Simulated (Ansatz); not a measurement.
## CdSe: pressure and gap against volume

A database entry relaxed whole under r2SCAN (P6_3mc):

```xyz
4
Lattice="4.3407 0.0000 0.0000 -2.1703 3.7591 0.0000 0.0000 0.0000 7.0770" Properties=species:S:1:pos:R:3 pbc="T T T"
Cd    0.0000    2.5061    0.0321
Cd    2.1703    1.2530    3.5706
Se    0.0000    2.5061    2.6926
Se    2.1703    1.2530    6.2310
```

The cell was scaled uniformly, its shape held, and the atoms relaxed at each volume with plane-wave PAW DFT (Ansatz 0.2.0; r2SCAN, 500 eV, 6×6×4 Γ-centred mesh, fermi-dirac occupations of width 0.020 eV; no spin, no spin-orbit coupling). One row is withheld.

```
volume (Å³/atom)  energy over the lowest (meV/atom)  pressure (GPa)  gap over mesh and path (eV)
          27.137                               18.7            3.66                        1.245
          27.714                                8.0            2.30                        1.195
          28.291                                  ?               ?                            ?
          28.869                                0.0            0.00                        1.098
          29.446                                1.8           -0.97                        1.051
          30.023                                6.9           -1.84                        1.004
          30.601                               15.0           -2.62                        0.959
```

Task: Fit the pressures of the other rows to the third-order Birch-Murnaghan form.

Result: With f = [(V₀/V)^(2/3) − 1]/2 and P = 3B₀f(1 + 2f)^(5/2)[1 + 3(B₀′ − 4)f/2], least squares gives V₀ = 28.87 Å³ an atom, B₀ = 51.4 GPa and B₀′ = 4.6; the rows miss the fit by less than 0.01 GPa. The slope of the energies differs from these pressures by less than 0.05 GPa.

Task: How does the gap move with volume?

Result: A parabola in ln(V/V₀) through the other rows has the slope dE_g/d ln V = -2.4 eV at V₀, so by B₀ the gap moves by +46 meV a GPa at this fixed shape: it widens under pressure.

Task: What does the withheld row hold?

Result: The fit gives 1.09 GPa at 28.291 Å³; the run gave 1.09 GPa and 1.9 meV an atom. Its gap is 1.147 eV, against 1.146 eV from the parabola.

Caveats: the shape of the cell was held, so B₀ is an upper bound where the axes differ in stiffness; 0 K, fixed nuclei; the symmetry was kept, and this need not be the phase that is stable at 0 K; one mesh for all volumes; r2SCAN gaps lie as a rule under measured ones; the slope of the gap can be off by tens of per cent, more where shallow d levels or spin-orbit coupling act on the edges; no spin-orbit coupling, which narrows gaps of heavier elements; pressure is positive in compression.
